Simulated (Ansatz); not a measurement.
# Ru (P6_3/mmc) in Ansatz: settings compared

The runs below take Ru through single point, relaxation of cell and atoms, with r2SCAN+U, LDA.

Everything below comes from runs of Ansatz 0.2.0. Logs are shortened: lines on timing, memory, paths and dates and some standing lists are left out, and cuts for length are marked.

## Step 1: The structure

It takes space group P6_3/mmc (No. 194, hexagonal). Conventional cell: a = 2.706 Å, b = 2.706 Å, c = 4.282 Å, α = 90.00°, β = 90.00°, γ = 120.00°. Around Ru (site symmetry -6m2) lie 12 Ru at 2.65 to 2.71 Å.

## Step 2: Single point, r2SCAN+U (cell strained at random at fixed volume)

run.py reads:

```python
import json

import ase.io
import numpy as np
from ase.calculators.calculator import CalculationFailed, Calculator
from ase.stress import full_3x3_to_voigt_6_stress
from ase.units import GPa

import ansatz as az

class AnsatzCalculator(Calculator):
    implemented_properties = ["energy", "free_energy", "forces", "stress", "magmom"]

    def calculate(self, atoms, properties, system_changes):
        super().calculate(atoms, properties, system_changes)
        structure = atoms.copy()
        structure.set_constraint()
        structure.set_momenta(None)
        structure.set_masses(None)
        outcome = (
            az.Crystal.from_ase(structure)
            .calculation()
            .basis(xc_grid=3)
            .kpoints(9, 9, 5)
            .functional("r2scan")
            .pseudopotentials(kind="paw", partial_waves="polarizable")
            .hubbard(projectors="all-electron-atomic")
            .hubbard("Ru", "d", u_eff=8.0)
            .scf(tolerance=2e-10)
            .occupations(method="fermi_dirac", width=0.01)
            .forces()
            .stress()
            .run(threads=2)
        )
        if not outcome.report["converged"]:
            raise CalculationFailed("SCF not converged")
        report = outcome.report
        self.results = {
            "free_energy": report["lagrangian_ev"],
            "energy": report["lagrangian_ev"],
            "forces": np.array(report["forces_ev_ang"]),
            "stress": -GPa * full_3x3_to_voigt_6_stress(report["stress_gpa"]),
            "magmom": report["magnetization_mub"],
        }

np.set_printoptions(precision=5, suppress=True, linewidth=110)
atoms = ase.io.read("Ru.xyz")
atoms.calc = AnsatzCalculator()
print(f"free energy {atoms.get_potential_energy():.6f} eV")
print("forces (eV/A)", atoms.get_forces(), sep="\n")
print("stress (GPa, Voigt, tension positive)", atoms.get_stress() / GPa, sep="\n")
print(f"moment {atoms.get_magnetic_moment():.4f} muB")
```

Ru.xyz reads:

```xyz
2
Lattice="2.7472930000 -0.0209710000 -0.0297950000 -1.3918080000 2.3406690000 -0.0206270000 -0.0471510000 -0.0649140000 4.2427170000" Properties=species:S:1:pos:R:3 pbc="T T T"
Ru     1.3322294168      0.7175568333      3.1552987500
Ru    -0.0238954168      1.5372271667      1.0369962500
```

Potentials or basis: Ansatz PAW polarizable.

The run is started by

```sh
> python run.py
```

What it wrote:

```text
DeckWarning: basis.ecutwfc = 500 eV, auto-derived from the records' recommended cutoffs: set by Ru (their level for a meta-GGA)
PlacementWarning: RAYON_NUM_THREADS=2 ignored (pool sized by the plan → 2); use plan(threads=…)
free energy -11769.045514 eV
forces (eV/A)
[[-0.0618   0.08431  0.02355]
 [ 0.0618  -0.08431 -0.02355]]
stress (GPa, Voigt, tension positive)
[29.25015 21.22703 21.37896 -6.06251 -4.25633 -3.45426]
moment 0.0000 muB
```

engine_input.yaml:

```text
crystal:
  lattice:
    - [2.747293, -0.020971, -0.029795]
    - [-1.391808, 2.340669, -0.020627]
    - [-0.047151, -0.064914, 4.242717]
  atoms:
    - { symbol: Ru, position: [0.6666666667081801, 0.3333333333194705, 0.7500000000002242] }
    - { symbol: Ru, position: [0.33333333329181986, 0.6666666666805294, 0.24999999999977587] }
basis:
  xc_grid: 3
kpoints:
  mp_grid:
    grid: [9, 9, 5]
hamiltonian:
  xc: r2scan
  pseudopotentials:
    kind: paw
    partial_waves: polarizable
  hubbard:
    sites:
      - { species: Ru, l: d, u_eff: 8.0 }
    projectors: all-electron-atomic
scf:
  convergence:
    dr2_threshold: 2.0e-10
  occupations:
    method: fermi_dirac
    width: 0.01
output:
  forces: true
  stress: true
```

Wall time 13 s (2 threads of Arm Neoverse V1, shared host); peak memory 0.65 GiB.

What came out:

* Free energy: -11769.0455 eV
* Pressure: -24.0 GPa
* Largest force: 0.107 eV/Å

Forces in eV/Å, atoms in the order of the input:
```
Ru  -0.062  0.084  0.024
Ru   0.062 -0.084 -0.024
```

Stress tensor (GPa, compression positive):
```
-29.25   3.45   4.26
  3.45 -21.23   6.06
  4.26   6.06 -21.38
```

Eigenvalues of the final occupation matrices:
| site | spin | trace | eigenvalues |
| --- | --- | --- | --- |
| site 1 | 1 | 4.08 | 0.81 0.81 0.82 0.82 0.82 |
| site 2 | 1 | 4.08 | 0.81 0.81 0.82 0.82 0.82 |

Caveat: the PAW data sets were made with another functional, which shifts forces and pressure a little; the U is typed as a test and isn't derived for this compound.

## Step 3: Single point, r2SCAN+U (cell strained at random at fixed volume)

input.yaml reads:

```yaml
crystal:
  lattice:
    - [2.747293, -0.020971, -0.029795]
    - [-1.391808, 2.340669, -0.020627]
    - [-0.047151, -0.064914, 4.242717]
  atoms:
    - { symbol: Ru, position: [0.6666666667, 0.3333333333, 0.75] }
    - { symbol: Ru, position: [0.3333333333, 0.6666666667, 0.25] }
hamiltonian:
  xc: r2scan
  pseudopotentials: { kind: paw, partial_waves: polarizable }
  hubbard:
    sites: [{ species: Ru, l: d, u_eff: 8.0 }]
    projectors: all-electron-atomic
kpoints:
  mp_grid: { grid: [9, 9, 5] }
scf:
  occupations: { method: fermi_dirac, width: 0.01 }
output:
  forces: true
  stress: true
  eigenvalues: true
```

Potentials or basis: Ansatz PAW polarizable.

The run is started by

```sh
> ansatz run input.yaml --threads 2 --pin off --max-ram 5120MiB --backend cpu --events-out ev --progress --plain --runs-dir out
```

What it wrote:

```text
Warning: RAYON_NUM_THREADS=2 ignored (pool sized by the plan → 2); use --threads N
Ru: projections on atomic orbitals take those of the free atom [Ar 3d10] 4s2 4p6 4d7 5s1, of charge +0.00 (hamiltonian.pseudopotentials.projection_atoms); the dataset's partial waves leave at most 8.1e-6 of an orbital's norm unspanned inside its sphere
Engine: ansatz 0.2.0, aarch64-unknown-linux-gnu
Pseudopotentials: kind: paw
Pseudopotential: Ru, paw, valence charge 16, recommended cutoff 500 eV (meta_gga), Ru.paw.azcp
Functional definition: r2SCAN
  parameter k0 = 0.174
  parameter k1 = 0.065
  parameter a1 = 4.9479
  exchange = r2scan_x(k0 = k0, k1 = k1, a1 = a1)
  correlation = r2scan_c
Crystal: 2 atoms, lattice volume = 27.149 Å³
Basis set: ecut = 500 eV, 675 PW (Γ), exchange–correlation on 96×80×128 points (64 copies of the dense FFT grid, shifted against one another)
Bands: 20, of which v1, the nominal top of the filled ones, is band 16 counted from 1 (15 counted from 0)
Symmetry: 2 space group operations
Space group: P-1 (ITA 2), of the structure as read, at distance tolerance 3.0e-5 Å
k-points: 203 of 405
Non-local potential: Ru, projectors of the file, l = 0: 3, l = 1: 2, l = 2: 2, l = 3: 1
PAW form: soft (Blöchl's): semilocal exchange-correlation on the pseudo side does not see the compensation charge
PAW frozen core: Ru, regenerated for the run's functional (the file was generated under x = pbe(κ = 0.804, μ = 0.2195149727645171), c = pbe(β = 0.06672455060314922))
PAW one-centre angular grid: Ru, 590 points (default); XC on 160 Gauss nodes
[... 19 lines left out ...]
Internal energy: -11769.045257 eV  (E = F + TS)
E sigma→0 (E₀):  -11769.045386 eV
Entropy (-TS):   -0.000257 eV (-0.129 meV/atom)
Fermi energy:    21.904262 eV
--- Per-component energies (eV) ---
  E_band       = -167.435546
  E_kinetic    = 1034.985934
  E_local      = -2536.622768  (includes V_loc(G=0)·N_el)
  E_nonlocal   = 690.529115
  E_hartree    = 820.930585
  E_xc         = -368.815645
  E_vxc        = -534.182800  (∫ρ·V_xc dr)
  E_hubbard    = 12.005789  (on-site DFT+U / exact-exchange correction)
  E_vhub       = -41.243544  (the Hubbard potential's part of the band-sum identity)
  E_paw        = -6960.176599  (= ΣΔE_a)
  E_vpaw       = -460.352421  (= ΣTr[D̂ρ^β])
  E_aug_tail   = 0.000189  (compensation charges beyond the density's cutoff)
  E_vtau       = 37.581341  (kinetic-family band-sum trace: ∫τ·v_τ [+ j·A + Jᵃ·Aᵃ] dr)
  E_ewald      = -4461.259946
  E_core_change = -0.621911  (= ΣΔE_core)
  E_smearing   = -0.000257  (= −TS)
  E_closure    = 0.000000  (closes the sum)
  Σ components = -11769.045515   (vs F -11769.045515, Δ=0.00e0)
--- Forces (eV/Å), atoms counted from 1 ---
  atom   1  Ru    -0.06171504     0.08430614     0.02295069
  atom   2  Ru     0.06171504    -0.08430614    -0.02295069
  max |Σ_I F_I| component: 0.00e0 eV/Å
--- Stress (GPa, compression-positive) ---
      -29.249556       3.455472       4.256079
        3.455470     -21.226167       6.063200
        4.256082       6.063206     -21.376958
  P = ⅓ Tr σ = -23.9509 GPa (-239.509 kbar)
--- Band table (eV; the first three rows and the last of 203) ---
  k-point 0: bands = ["-51.4305", "-51.4220", "-21.2438", "-20.2478", "-20.2155", "-20.0502", "-20.0273", "-19.9349", "13.3557", "15.1988", "18.1245", "18.7960", "18.8998", "19.1108", "19.6483", "19.8039", "20.0048", "23.0053", "23.1534", "25.0718"]
  k-point 1: bands = ["-51.4291", "-51.4028", "-21.1253", "-20.2303", "-20.1984", "-20.0884", "-20.0669", "-20.0268", "13.7212", "15.5920", "17.8640", "18.3637", "18.7614", "18.8519", "19.3354", "20.4631", "20.6904", "23.0333", "23.1725", "23.6617"]
  k-point 2: bands = ["-51.4160", "-51.3950", "-20.8107", "-20.4140", "-20.1831", "-20.1575", "-20.1092", "-20.0832", "14.6788", "15.6798", "17.7762", "18.1447", "18.3336", "18.7255", "19.1696", "21.1135", "21.6652", "21.8563", "22.7423", "22.8968"]
  k-point 202: bands = ["-51.4113", "-51.2065", "-21.1021", "-20.8704", "-20.6981", "-20.5121", "-20.2666", "-20.1697", "13.9813", "14.6480", "16.5525", "16.8884", "18.1230", "19.6741", "20.8068", "22.3128", "22.9804", "23.3432", "25.5752", "31.1323"]
Occupation matrices written to <dir>
```

occupation_matrices:

```text
# The occupation matrices of the corrected shells as a run of Ansatz 0.0.0 ended. An entry of
# hamiltonian.hubbard.sites starts from them by `starting_ns: <path of this file>`, where that key's refused
# combinations let it.
[... 25 lines left out ...]
  site1_d:
    matrix:
      - [0.807304948875204, 0.0008977941122087942, 0.0010374421329352465, 0.0014413866642464857, -0.0006143268241460782]
      - [0.0008977941122087942, 0.8237777938791162, 4.059106130404237e-5, -0.001393725048905657, -0.001222739600031139]
      - [0.0010374421329352465, 4.059106130404237e-5, 0.8200461335531013, 0.0030078209055487805, -0.0015072410316900623]
      - [0.0014413866642464853, -0.001393725048905657, 0.0030078209055487805, 0.8104615206763006, -0.002256381548760033]
      - [-0.0006143268241460782, -0.001222739600031139, -0.0015072410316900623, -0.002256381548760033, 0.8185993599745995]
```

It took 10 s on 2 threads of Arm Neoverse V1, shared host; peak memory 0.56 GiB.

Results:

- Free energy: -11769.0455 eV
- Pressure: -24.0 GPa
- Largest force: 0.107 eV/Å
- Band gap on the k mesh: none (metal or under the smearing width)

Forces on the atoms (eV/Å):
```
Ru  -0.062  0.084  0.023
Ru   0.062 -0.084 -0.023
```

Stress tensor (GPa, compression positive):
```
-29.25   3.46   4.26
  3.46 -21.23   6.06
  4.26   6.06 -21.38
```

Eigenvalues of the final occupation matrices:
| site | spin | trace | eigenvalues |
| --- | --- | --- | --- |
| site 1 | 1 | 4.08 | 0.81 0.81 0.82 0.82 0.82 |
| site 2 | 1 | 4.08 | 0.81 0.81 0.82 0.82 0.82 |

Caveat: U without spin polarisation on a metal has little footing; the PAW data sets come from PBE, with cores solved anew for the run's functional, which leaves a small shift of forces and pressure; the U is typed as a test and isn't derived for this compound.

## Step 4: Relaxation of cell and atoms, LDA, collinear spin, ferromagnetic start

Changes to run.py since step 2:

```diff
@@ -7,2 +7,4 @@
 from ase.units import GPa
+from ase.optimize import BFGS
+from ase.filters import FrechetCellFilter
 
@@ -23,10 +25,9 @@
             .calculation()
-            .basis(xc_grid=3)
+            .basis(xc_grid=2)
             .kpoints(9, 9, 5)
-            .functional("r2scan")
-            .pseudopotentials(kind="paw", partial_waves="polarizable")
-            .hubbard(projectors="all-electron-atomic")
-            .hubbard("Ru", "d", u_eff=8.0)
+            .functional("lda")
+            .pseudopotentials(kind="paw", accuracy="standard", xc_functional="lda")
+            .spin("collinear")
             .scf(tolerance=2e-10)
-            .occupations(method="fermi_dirac", width=0.01)
+            .occupations(method="fermi_dirac", width=0.1)
             .forces()
@@ -49,6 +50,7 @@
 atoms = ase.io.read("Ru.xyz")
+atoms.set_initial_magnetic_moments([1.0, 1.0])
 atoms.calc = AnsatzCalculator()
-print(f"free energy {atoms.get_potential_energy():.6f} eV")
-print("forces (eV/A)", atoms.get_forces(), sep="\n")
-print("stress (GPa, Voigt, tension positive)", atoms.get_stress() / GPa, sep="\n")
-print(f"moment {atoms.get_magnetic_moment():.4f} muB")
+BFGS(FrechetCellFilter(atoms)).run(fmax=0.03, steps=30)
+print(f"final energy {atoms.get_potential_energy():.6f} eV, volume {atoms.get_volume() / len(atoms):.4f} A^3/atom")
+print("stress (GPa)", atoms.get_stress() / GPa)
+print("cell (A)", atoms.cell[:], "scaled positions", atoms.get_scaled_positions(wrap=False), sep="\n")
```

Ru.xyz reads:

```xyz
2
Lattice="2.7058000000 0.0000000000 0.0000000000 -1.3529000000 2.3432915376 0.0000000000 0.0000000000 0.0000000000 4.2819000000" Properties=species:S:1:pos:R:3 pbc="T T T"
Ru     1.3529000001      0.7810971791      3.2114250000
Ru    -0.0000000001      1.5621943585      1.0704750000
```

Potentials or basis: JTH PAW LDA.

The run is started by

```sh
> python run.py
```

What it wrote:

```text
DeckWarning: basis.ecutwfc = 1800 eV, auto-derived from the records' recommended cutoffs: set by Ru (normal level)
DeckWarning: pseudopotentials/Ru.paw.azcp: the checks of this Ru dataset prove no rule for summing its radial tables, as where they were carried onto another mesh than they were made on, and Gregory's rule is taken, under which a leading mesh point left out moves its sums only by what lay on the interval it spanned. That does not make them correct, and they differ from Quantum ESPRESSO's on this file; a re-export [...]
PlacementWarning: RAYON_NUM_THREADS=2 ignored (pool sized by the plan → 2); use plan(threads=…)
RunWarning: the starting moments were not kept: the SCF closed with an absolute magnetisation of 2.3e-7 μB, where they sum to 2 μB in size (2 sites). That is at most 0.1 of that sum. Measured as dr2_m measures the in/out step, that magnetisation stands 9.4e-15 eV from none, at or under the dr2_threshold of 2.0e-10 eV: it is no larger than a step whose dr2_m would equal this threshold. The system may hold no moment; this SCF show [...]
      Step          Energy          fmax
BFGS:    0   -11502.875805        1.152520
RunWarning: the starting moments were not kept: the SCF closed with an absolute magnetisation of 1.5e-7 μB, where they sum to 2 μB in size (2 sites). That is at most 0.1 of that sum. Measured as dr2_m measures the in/out step, that magnetisation stands 4.1e-15 eV from none, at or under the dr2_threshold of 2.0e-10 eV: it is no larger than a step whose dr2_m would equal this threshold. The system may hold no moment; this SCF show [...]
BFGS:    1   -11502.909601        0.475395
RunWarning: the starting moments were not kept: the SCF closed with an absolute magnetisation of 1.6e-7 μB, where they sum to 2 μB in size (2 sites). That is at most 0.1 of that sum. Measured as dr2_m measures the in/out step, that magnetisation stands 4.6e-15 eV from none, at or under the dr2_threshold of 2.0e-10 eV: it is no larger than a step whose dr2_m would equal this threshold. The system may hold no moment; this SCF show [...]
BFGS:    2   -11502.915955        0.026833
final energy -11502.915955 eV, volume 13.0676 A^3/atom
stress (GPa) [-0.32898 -0.32898 -0.2228   0.      -0.       0.     ]
cell (A)
[[ 2.67338 -0.      -0.     ]
 [-1.33669  2.31521 -0.     ]
 [-0.      -0.       4.22255]]
scaled positions
[[0.66667 0.33333 0.75   ]
 [0.33333 0.66667 0.25   ]]
```

engine_input.yaml:

```text
crystal:
  lattice:
    - [2.7058, 0.0, 0.0]
    - [-1.3529, 2.3432915376, 0.0]
    - [0.0, 0.0, 4.2819]
  atoms:
    - { symbol: Ru, position: [0.6666666666822868, 0.33333333329065834, 0.75], spin: 1.0 }
    - { symbol: Ru, position: [0.3333333333177132, 0.6666666667093417, 0.25], spin: 1.0 }
basis:
  xc_grid: 2
kpoints:
  mp_grid:
    grid: [9, 9, 5]
hamiltonian:
  xc: lda
  pseudopotentials:
    kind: paw
    accuracy: standard
    xc_functional: lda
magnetization:
  spin_polarized: true
scf:
  convergence:
    dr2_threshold: 2.0e-10
  occupations:
    method: fermi_dirac
    width: 0.1
output:
  forces: true
  stress: true
```

Run time: 27 s. Hardware: 2 threads of Arm Neoverse V1, shared host; peak memory 0.74 GiB.

Results:

```
Free energy                            : -11502.9160 eV
Relaxed volume                         : 13.07 Å³/atom
Relaxed cell                           : a = 2.673 Å, b = 2.673 Å, c = 4.223 Å, α = 90.00°, β = 90.00°, γ = 120.00°
Space group after relaxing (to 0.05 Å) : P6_3/mmc (No. 194)
Energy gained by relaxing              : 20.1 meV/atom
Ionic steps                            : 3
Pressure after relaxing                : 0.3 GPa
Net moment                             : 0.00 μB per cell
Absolute moment                        : 0.00 μB per cell
```

Stress tensor (GPa, compression positive):
```
0.33 0.00 0.00
0.00 0.33 0.00
0.00 0.00 0.22
```

The path:
| step | energy change (eV) | largest force (eV/Å) | pressure (GPa) | volume (Å³) |
| --- | --- | --- | --- | --- |
| 1 | 0.0000 | 0.0000 | -12.44 | 27.15 |
| 2 | -0.0338 | 0.0000 | -5.17 | 26.54 |
| 3 | -0.0402 | 0.0000 | 0.29 | 26.14 |

Final structure:
```
Ru
1.0
     2.67338    0.00000    0.00000
    -1.33669    2.31521    0.00000
     0.00000    0.00000    4.22255
Ru
2
Direct
  0.66667 0.33333 0.75000
  0.33333 0.66667 0.25000
```

Caveat: the starting moments weren't kept. Zero-point motion and thermal expansion aren't in these numbers.

## Step 5: Summary

```tsv
task	level	potentials or basis	spin	U	cell	cutoff (eV)	smearing	driver	hubbard projectors	double counting	optimizer	fmax	pressure (GPa)	largest force (eV/Å)
single point	r2SCAN+U	Ansatz PAW polarizable	off	Ru d U = 8 eV	cell strained at random at fixed volume	500	fermi-dirac 0.01 eV	calculator	all-electron-atomic	fll (the default)	-	-	-24.0	0.11
single point	r2SCAN+U	Ansatz PAW polarizable	off	Ru d U = 8 eV	cell strained at random at fixed volume	500	fermi-dirac 0.01 eV	-	all-electron-atomic	fll (the default)	-	-	-24.0	0.11
relaxation of cell and atoms	LDA	JTH PAW LDA	collinear, ferromagnetic start	-	relaxed	1800	fermi-dirac 0.1 eV	calculator	-	-	BFGS	0.03	0.3	-
```

Alike in all rows: k mesh 9 × 9 × 5.

Caveats: the U is typed as a test and isn't derived for this compound (some runs); the PAW data sets were made with another functional, which shifts forces and pressure a little (some runs); U without spin polarisation on a metal has little footing (some runs); the PAW data sets come from PBE, with cores solved anew for the run's functional, which leaves a small shift of forces and pressure (some runs); the starting moments weren't kept (some runs).

Total energies depend on the potentials used, so only differences within one code and one set of settings carry meaning.
